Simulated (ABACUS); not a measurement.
# FeO (Wuestite) (R-3m) in ABACUS: reference runs

Reference runs on FeO (Wuestite): the cell as given and a disturbed copy.

Everything below comes from runs of ABACUS 3.10.1. Logs are shortened: lines on timing, memory, paths and dates and some standing lists are left out, and cuts for length are marked.

### Step 1. The structure

Symmetry: R-3m, No. 166, trigonal system. Conventional cell: a = 3.038 Å, b = 3.038 Å, c = 7.559 Å, α = 90.00°, β = 90.00°, γ = 120.00°. Around Fe (site symmetry -3m) lie 6 O at 2.16 Å. O (site symmetry -3m) is surrounded by 6 Fe at 2.16 Å.

### Step 2. Single point, PBEsol, collinear spin, ferromagnetic start

Contents of INPUT:

```
INPUT_PARAMETERS
suffix              FeO
calculation         scf
basis_type          pw
pseudo_dir          ./
symmetry            1
dft_functional      pbesol
ecutwfc             90
pseudo_rcut         7
nspin               2
nbands              17
ks_solver           dav
smearing_method     fd
smearing_sigma      0.00367493
scf_thr             1e-08
scf_nmax            100
mixing_type         broyden
mixing_beta         0.4
cal_force           1
cal_stress          1
kpar                4
```

Contents of STRU:

```
ATOMIC_SPECIES
Fe 55.8450 Fe.upf
O 15.9990 O.upf

LATTICE_CONSTANT
1.8897261246

LATTICE_VECTORS
1.5188209023 0.8768916568 2.5195772846
-1.5188209023 0.8768916568 2.5195772846
0.0000000000 -1.7537833136 2.5195772846

ATOMIC_POSITIONS
Direct

Fe
0.0
1
0.0000000000 0.0000000000 0.0000000000 1 1 1 mag 3

O
0.0
1
0.5000000000 0.5000000000 0.5000000000 1 1 1 mag 0
```

Contents of KPT:

```
K_POINTS
0
Gamma
11 11 11 0 0 0
```

Potentials or basis: PseudoDojo NC SR 0.4.1 PBEsol standard, plane waves.

Command:

```
OMP_NUM_THREADS=1 mpirun -np 4 abacus > log
```

running log:

```text
ABACUS v3.10.1

               Atomic-orbital Based Ab-initio Computation at UStc

 ------------------------------------------------------------------------------------

 READING GENERAL INFORMATION
                           global_out_dir = OUT.FeO/
                           global_in_card = INPUT
                               pseudo_dir = ./
                              orbital_dir =
                                    DSIZE = 4
                                    GSIZE = 1

 READING UNITCELL INFORMATION
                                    ntype = 2
                  lattice constant (Bohr) = 1.88973
              lattice constant (Angstrom) = 1

 READING ATOM TYPE 1
                               atom label = Fe
                      L=0, number of zeta = 1
                      L=1, number of zeta = 1
                      L=2, number of zeta = 1
             number of atom for this type = 1
               magnetization of element 1 = 3

 READING ATOM TYPE 2
                               atom label = O
                      L=0, number of zeta = 1
                      L=1, number of zeta = 1
                      L=2, number of zeta = 1
             number of atom for this type = 1
               magnetization of element 2 = 0

                        TOTAL ATOM NUMBER = 2
DIRECT COORDINATES
    atom                   x                   y                   z     mag                  vx                  vy                  vz
taud_Fe1            0.0000000000        0.0000000000        0.0000000000  3.0000        0.0000000000        0.0000000000        0.0000000000
taud_O1            0.5000000000        0.5000000000        0.5000000000  0.0000        0.0000000000        0.0000000000        0.0000000000

                          Volume (Bohr^3) = 135.871
                             Volume (A^3) = 20.134

 Lattice vectors: (Cartesian coordinate: in unit of a_0)
             +1.51882           +0.876892            +2.51958
             -1.51882           +0.876892            +2.51958
                   +0            -1.75378            +2.51958
 Reciprocal vectors: (Cartesian coordinate: in unit of 2 pi/a_0)
            +0.329203           +0.190065           +0.132297
            -0.329203           +0.190065           +0.132297
                   +0           -0.380131           +0.132297
 The esolver type has been set to : ksdft_pw

                PAO radial cut off (Bohr) = 7

 Read in pseudopotential file is Fe.upf
                     pseudopotential type = NC
          exchange-correlation functional = PBESOL
                 nonlocal core correction = 1
                        valence electrons = 16
                                     lmax = 2
                           number of zeta = 4
                     number of projectors = 6
                           L of projector = 0
[... 5 lines left out ...]
                PAO radial cut off (Bohr) = 7

 Read in pseudopotential file is O.upf
                     pseudopotential type = NC
          exchange-correlation functional = PBESOL
[... 177 lines left out ...]
        1            253           2685
 --------------- sum -------------------
        1            253           2685

 SETUP NONLOCAL PSEUDOPOTENTIALS IN PLANE WAVE BASIS
 Fe non-local projectors:
 projector 1 L=0
 projector 2 L=0
 projector 3 L=1
 projector 4 L=1
 projector 5 L=2
 projector 6 L=2
 O non-local projectors:
 projector 1 L=0
 projector 2 L=0
 projector 3 L=1
 projector 4 L=1
 projector 5 L=2
      TOTAL NUMBER OF NONLOCAL PROJECTORS = 31

 Init Non-Local PseudoPotential table :
 Init Non-Local-Pseudopotential done.

                                     npwx = 1974

 Make real space PAO into reciprocal space.
       max mesh points in Pseudopotential = 701
     dq(describe PAO in reciprocal space) = 0.01
                                    max q = 1143

 number of pseudo atomic orbitals for Fe is 4
WARNING: norm of atomic wavefunction # 3 of atomic type Fe is 0.999977, renormalized
WARNING: norm of atomic wavefunction # 4 of atomic type Fe is 0.996725, renormalized

 number of pseudo atomic orbitals for O is 2
WARNING: norm of atomic wavefunction # 2 of atomic type O is 0.999978, renormalized

 -------------------------------------------
 SELF-CONSISTENT
 -------------------------------------------
                                 init_chg = atomic

 PW ALGORITHM --------------- ION=   1  ELEC=   1--------------------------------
          total magnetism (Bohr mag/cell) = 4.00031
       absolute magnetism (Bohr mag/cell) = 4.00032
                        nelec for spin up = 13.0002
                      nelec for spin down = 8.99984
[... 145 lines left out ...]
 Density error is 2.7189417861e-09
                          Error Threshold = 2.41167744409e-10
----------------------------------------------------------
     Energy           Rydberg                 eV
----------------------------------------------------------
 E_KohnSham     -283.3754384260      -3855.5206358417
 E_KS(sigma->0) -283.3750196722      -3855.5149384041
 E_Harris       -283.3758214605      -3855.5258472935
 E_band         -19.9226844773       -271.0620283480
 E_one_elec     -125.2514037912      -1704.1327740588
 E_Hartree      75.1107645533        1021.9343790609
 E_xc           -43.5435572357       -592.4404895940
 E_Ewald        -189.6904044449      -2580.8703563745
 E_entropy(-TS) -0.0008375076        -0.0113948752
 E_descf        0.0000000000         0.0000000000
 E_exx          0.0000000000         0.0000000000
 E_Fermi        1.0621470007         14.4512513228
----------------------------------------------------------

 charge density convergence is achieved
 final etot is -3855.5206358 eV
 EFERMI = 14.451251323 eV

 STATE ENERGY(eV) AND OCCUPATIONS    NSPIN == 2
SPIN UP :
 1/37 kpoint (Cartesian) = 0.0000 0.0000 0.0000 (1935 pws)
       1       -75.1320    0.000751315
       2       -41.4103    0.000751315
       3       -41.3961    0.000751315
       4       -41.3961    0.000751315
       5       -6.26919    0.000751315
       6        10.3594    0.000751315
[... 9 lines left out ...]
      16        30.8583        0.00000
[... 82 lines left out ...]
       4       -41.4037     0.00450789
       5       -5.09326     0.00450789
       6        5.63118     0.00450789
[... 9 lines left out ...]
      16        26.5917        0.00000
      17        26.8003        0.00000

[... levels at 68 further k points ...]

------------------------------------------------------------------------------------------
 TOTAL-FORCE (eV/Angstrom)
------------------------------------------------------------------------------------------
                       Fe1         0.0000000000         0.0000000000         0.0000000000
                        O1         0.0000000000         0.0000000000         0.0000000000
------------------------------------------------------------------------------------------

----------------------------------------------------------------
 TOTAL-STRESS (KBAR)
----------------------------------------------------------------
       -97.7341737266         0.0000000000         0.0000000000
        -0.0000000000       -97.7341737252         0.0000000000
         0.0000000000         0.0000000000      -107.9733274994
----------------------------------------------------------------
 TOTAL-PRESSURE: -101.147225 KBAR

 --------------------------------------------
 !FINAL_ETOT_IS -3855.5206358416776311 eV
 --------------------------------------------
```

stdout:

```text
ABACUS v3.10.1

               Atomic-orbital Based Ab-initio Computation at UStc

%%%%%%%%%%%%%%%%%%%%%%%%%%%%%%%%%%%%%%%%%%%%%%%%%%%%%%%%%%%%%%%%%%%%%%%%%%%%%%%%%%%%%%%%%%%%%%%%%%%%%%%%%
[... 36 lines left out ...]
----------------------------------------------------------------
 TOTAL-STRESS (KBAR)
----------------------------------------------------------------
       -97.7341737266         0.0000000000         0.0000000000
        -0.0000000000       -97.7341737252         0.0000000000
         0.0000000000         0.0000000000      -107.9733274994
----------------------------------------------------------------
 TOTAL-PRESSURE: -101.147225 KBAR
```

Run time: 29 s. Hardware: 4 MPI ranks of Intel Xeon 6975P-C (Granite Rapids), shared host; peak memory 0.44 GiB.

Results:

```
Free energy            : -3855.5206 eV
Pressure               : -10.1 GPa
Band gap on the k mesh : none (metal or under the smearing width)
Net moment             : 4.00 μB per cell
Absolute moment        : 4.02 μB per cell
```

Caveat: a cell with one magnetic atom can't hold antiferromagnetic order, which such compounds often take; semilocal functionals often make such compounds metallic where correlation or magnetic order opens a gap, which also shifts bond lengths. With open d or f shells a metallic result of PBEsol can be an artefact of self-interaction; +U or a hybrid may open a gap.

### Step 3. Single point, PBEsol, collinear spin, ferromagnetic start (atoms moved at random, drawn with an rms of 0.05 Å)

Changes to INPUT since step 2:

```diff
@@ -20,2 +20,4 @@
 cal_stress          1
-kpar                4
+out_chg             1
+out_pot             2
+out_elf             1
```

Changes to STRU since step 2:

```diff
@@ -18,3 +18,3 @@
 1
-0.0000000000 0.0000000000 0.0000000000 1 1 1 mag 3
+0.0034910000 0.0005930000 0.0019330000 1 1 1 mag 3
 
@@ -23,2 +23,2 @@
 1
-0.5000000000 0.5000000000 0.5000000000 1 1 1 mag 0
+0.4817370000 0.5186330000 0.4814880000 1 1 1 mag 0
```

KPT is that of step 2.

Potentials or basis: PseudoDojo NC SR 0.4.1 PBEsol standard, plane waves.

Command:

```
OMP_NUM_THREADS=1 mpirun -np 4 abacus > log
```

running log:

```text
ABACUS v3.10.1

               Atomic-orbital Based Ab-initio Computation at UStc

 ------------------------------------------------------------------------------------

 READING GENERAL INFORMATION
                           global_out_dir = OUT.FeO/
                           global_in_card = INPUT
                               pseudo_dir = ./
                              orbital_dir =
                                    DSIZE = 4
                                    GSIZE = 1

 READING UNITCELL INFORMATION
                                    ntype = 2
                  lattice constant (Bohr) = 1.88973
              lattice constant (Angstrom) = 1

 READING ATOM TYPE 1
                               atom label = Fe
                      L=0, number of zeta = 1
                      L=1, number of zeta = 1
                      L=2, number of zeta = 1
             number of atom for this type = 1
               magnetization of element 1 = 3

 READING ATOM TYPE 2
                               atom label = O
                      L=0, number of zeta = 1
                      L=1, number of zeta = 1
                      L=2, number of zeta = 1
             number of atom for this type = 1
               magnetization of element 2 = 0

                        TOTAL ATOM NUMBER = 2
DIRECT COORDINATES
    atom                   x                   y                   z     mag                  vx                  vy                  vz
taud_Fe1            0.0034910000        0.0005930000        0.0019330000  3.0000        0.0000000000        0.0000000000        0.0000000000
taud_O1            0.4817370000        0.5186330000        0.4814880000  0.0000        0.0000000000        0.0000000000        0.0000000000

                          Volume (Bohr^3) = 135.871
                             Volume (A^3) = 20.134

 Lattice vectors: (Cartesian coordinate: in unit of a_0)
             +1.51882           +0.876892            +2.51958
             -1.51882           +0.876892            +2.51958
                   +0            -1.75378            +2.51958
 Reciprocal vectors: (Cartesian coordinate: in unit of 2 pi/a_0)
            +0.329203           +0.190065           +0.132297
            -0.329203           +0.190065           +0.132297
                   +0           -0.380131           +0.132297
 The esolver type has been set to : ksdft_pw

                PAO radial cut off (Bohr) = 7

 Read in pseudopotential file is Fe.upf
                     pseudopotential type = NC
          exchange-correlation functional = PBESOL
                 nonlocal core correction = 1
                        valence electrons = 16
                                     lmax = 2
                           number of zeta = 4
                     number of projectors = 6
                           L of projector = 0
[... 5 lines left out ...]
                PAO radial cut off (Bohr) = 7

 Read in pseudopotential file is O.upf
                     pseudopotential type = NC
          exchange-correlation functional = PBESOL
                 nonlocal core correction = 1
                        valence electrons = 6
                                     lmax = 2
                           number of zeta = 2
                     number of projectors = 5
                           L of projector = 0
                           L of projector = 0
                           L of projector = 1
                           L of projector = 1
                           L of projector = 2
     initial pseudo atomic orbital number = 14
 The readin total magnetization is 3

 SETUP THE ELECTRONS NUMBER
            electron number of element Fe = 16
      total electron number of element Fe = 16
             electron number of element O = 6
       total electron number of element O = 6
            AUTOSET number of electrons:  = 22
                           occupied bands = 11
                                   NBANDS = 17
                                   NLOCAL = 18

%%%%%%%%%%%%%%%%%%%%%%%%%%%%%%%%%%%%%%%%%%%%%%%%%%%%%%%%%%%%%%%%%%%%%%%%%%%%%%%%%%%%%%%%%%%%%%%%%%%%%%%%%%
[... 90 lines left out ...]
       4  0.27272727  0.00000000  0.00000000  0.0015       3
       5  0.36363636  0.00000000  0.00000000  0.0015       4
       6  0.45454545  0.00000000  0.00000000  0.0015       5
[... 22 lines left out ...]
      29  0.00000000  0.27272727  0.00000000  0.0015      33
      30  0.09090909  0.27272727  0.00000000  0.0015      34
[... 636 further k points ...]

                               nkstot now = 666
[... K-POINTS DIRECT COORDINATES: 666 rows ...]

           k-point number in this process = 666
       minimum distributed K point number = 666
[... stars of the k points ...]
                             nks(nspin=2) = 1332
                          nkstot(nspin=2) = 1332

[... K-POINTS CARTESIAN COORDINATES: 1332 rows ...]

[... K-POINTS DIRECT COORDINATES: 1332 rows ...]

 SETUP PLANE WAVES FOR WAVE FUNCTIONS
     energy cutoff for wavefunc (unit:Ry) = 90
              fft grid for wave functions = [ 36, 36, 36 ]
                    number of plane waves = 2735
                         number of sticks = 253

 PARALLEL PW FOR WAVE FUNCTIONS
     PROC   COLUMNS(POT)             PW
        1             63            683
        2             63            683
        3             63            683
        4             64            686
 --------------- sum -------------------
        4            253           2735

 SETUP NONLOCAL PSEUDOPOTENTIALS IN PLANE WAVE BASIS
 Fe non-local projectors:
 projector 1 L=0
 projector 2 L=0
 projector 3 L=1
 projector 4 L=1
 projector 5 L=2
 projector 6 L=2
 O non-local projectors:
 projector 1 L=0
 projector 2 L=0
 projector 3 L=1
 projector 4 L=1
 projector 5 L=2
      TOTAL NUMBER OF NONLOCAL PROJECTORS = 31

 Init Non-Local PseudoPotential table :
 Init Non-Local-Pseudopotential done.

                                     npwx = 510

 Make real space PAO into reciprocal space.
       max mesh points in Pseudopotential = 701
     dq(describe PAO in reciprocal space) = 0.01
                                    max q = 1143

 number of pseudo atomic orbitals for Fe is 4
WARNING: norm of atomic wavefunction # 3 of atomic type Fe is 0.999977, renormalized
WARNING: norm of atomic wavefunction # 4 of atomic type Fe is 0.996725, renormalized

 number of pseudo atomic orbitals for O is 2
WARNING: norm of atomic wavefunction # 2 of atomic type O is 0.999978, renormalized

 -------------------------------------------
 SELF-CONSISTENT
 -------------------------------------------
                                 init_chg = atomic

 PW ALGORITHM --------------- ION=   1  ELEC=   1--------------------------------
          total magnetism (Bohr mag/cell) = 4.00045
       absolute magnetism (Bohr mag/cell) = 4.00045
                        nelec for spin up = 13.0002
                      nelec for spin down = 8.99978
[... 145 lines left out ...]
 Density error is 3.11279439145e-09
                          Error Threshold = 2.56670756173e-10
----------------------------------------------------------
     Energy           Rydberg                 eV
----------------------------------------------------------
 E_KohnSham     -283.3746936487      -3855.5105026273
 E_KS(sigma->0) -283.3742722825      -3855.5047696455
 E_Harris       -283.3750396799      -3855.5152106229
 E_band         -19.9233642690       -271.0712773885
 E_one_elec     -125.4278077484      -1706.5328730267
 E_Hartree      75.2002681103        1023.1521374283
 E_xc           -43.5459742792       -592.4733751590
 E_Ewald        -189.6003369990      -2579.6449259062
 E_entropy(-TS) -0.0008427325        -0.0114659635
 E_descf        0.0000000000         0.0000000000
 E_exx          0.0000000000         0.0000000000
 E_Fermi        1.0618139808         14.4467203549
----------------------------------------------------------

 charge density convergence is achieved
 final etot is -3855.5105026 eV
 EFERMI = 14.446720355 eV
The vacuum level is 10.550443965 eV

 STATE ENERGY(eV) AND OCCUPATIONS    NSPIN == 2
SPIN UP :
 1/666 kpoint (Cartesian) = 0.0000 0.0000 0.0000 (486 pws)
       1       -75.1233    0.000751315
       2       -41.4019    0.000751315
       3       -41.3883    0.000751315
       4       -41.3879    0.000751315
       5       -6.28187    0.000751315
       6        9.94750    0.000751315
[... 9 lines left out ...]
      16        30.8486        0.00000
[... 82 lines left out ...]
       4       -41.3959     0.00150263
       5       -5.11247     0.00150263
       6        5.62685     0.00150263
[... 9 lines left out ...]
      16        26.6175        0.00000
      17        26.8494        0.00000

[... levels at 1326 further k points ...]

------------------------------------------------------------------------------------------
 TOTAL-FORCE (eV/Angstrom)
------------------------------------------------------------------------------------------
                       Fe1        -0.1536792980         0.0836175277        -0.1616803705
                        O1         0.1536792980        -0.0836175277         0.1616803705
------------------------------------------------------------------------------------------

----------------------------------------------------------------
 TOTAL-STRESS (KBAR)
----------------------------------------------------------------
       -87.1925319097        -6.4775888489         8.6251111369
        -6.4775888489       -94.3888389640        -5.0030846831
         8.6251111369        -5.0030846831      -101.7800858174
----------------------------------------------------------------
 TOTAL-PRESSURE: -94.453819 KBAR

 --------------------------------------------
 !FINAL_ETOT_IS -3855.5105026272581199 eV
 --------------------------------------------
```

It took 3.7 min on 4 MPI ranks of Intel Xeon 6975P-C (Granite Rapids), shared host; peak memory 1 GiB.

Results:

```yaml
Free_energy: -3855.5105 eV
Pressure: -9.4 GPa
Largest_force: 0.238 eV/Å
Band_gap_on_the_k_mesh: none (metal or under the smearing width)
Net_moment: 4.00 μB per cell
Absolute_moment: 4.01 μB per cell
```

Forces on the atoms (eV/Å):
```
Fe  -0.154  0.084 -0.162
O    0.154 -0.084  0.162
```

Caveat: a cell with one magnetic atom can't hold antiferromagnetic order, which such compounds often take; semilocal functionals often make such compounds metallic where correlation or magnetic order opens a gap, which also shifts bond lengths.
